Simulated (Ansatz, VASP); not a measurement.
Two plane-wave programs on NaH

INCAR

```
SYSTEM = NaH
PREC = Accurate
ENCUT = 520
EDIFF = 1E-6
ISMEAR = 0
SIGMA = 0.02
LREAL = .False.
LASPH = .True.
NELM = 80
ALGO = Normal
ISIF = 2
LWAVE = .False.
LCHARG = .False.
NBANDS = 11
```

The input KPOINTS:

```
Automatic mesh
0
Gamma
  6 6 6
  0 0 0
```

File POSCAR:

```
NaH
1.0
    2.8664702800      0.0000000000      0.0000000000
    0.0000000000      2.8664702800      0.0000000000
    0.0000000000      0.0000000000      3.1407418429
Na H
1 1
Direct
    0.0000000000      0.0000000000      0.0000000000
    0.5000000000      0.5000000000      0.5000000000
```

Input for Ansatz:

```yaml
crystal:
  lattice:
    - [2.86647028, 0.0, 0.0]
    - [0.0, 2.86647028, 0.0]
    - [0.0, 0.0, 3.1407418429163574]
  atoms:
    - { symbol: Na, position: [0.0, 0.0, 0.0] }
    - { symbol: H, position: [0.5, 0.5, 0.5] }
basis:
  ecutwfc: 421.77648681281397
kpoints:
  mp_grid:
    grid: [6, 6, 6]
hamiltonian:
  xc: lda
  pseudopotentials:
    kind: paw
scf:
  occupations:
    method: gaussian
    width: 0.02
output:
  stress: true
```

The cell comes from a database or a generator and needn't be the stable form of this composition.

Alike in both runs: task single point; functional LDA; k mesh 6 × 6 × 6; occupations gaussian, width 0.02 eV; no spin polarisation.

|  | VASP | Ansatz |
| --- | --- | --- |
| version | VASP 6.6.1 | Ansatz 0.2.0 |
| potentials or method | VASP PAW LDA potentials, release 64 (Na_pv, H) | plane waves, PAW |
| plane-wave cutoff (eV) | 520 | 422 |
| valence electrons in the cell | 8 | 10 |

Ansatz gave:

| Quantity | Value |
| --- | --- |
| pressure (GPa) | -1.9 |
| largest component of the traceless stress (GPa) | 6.46 |

Problem. Which values does VASP return?

Solution. Pressure (GPa): -2.0; largest component of the traceless stress (GPa): 6.46.

The two sets of potentials don't hold the same shells in valence.

Caveats: the k mesh is coarse (spacing up to 0.37 Å⁻¹), so the values aren't converged.
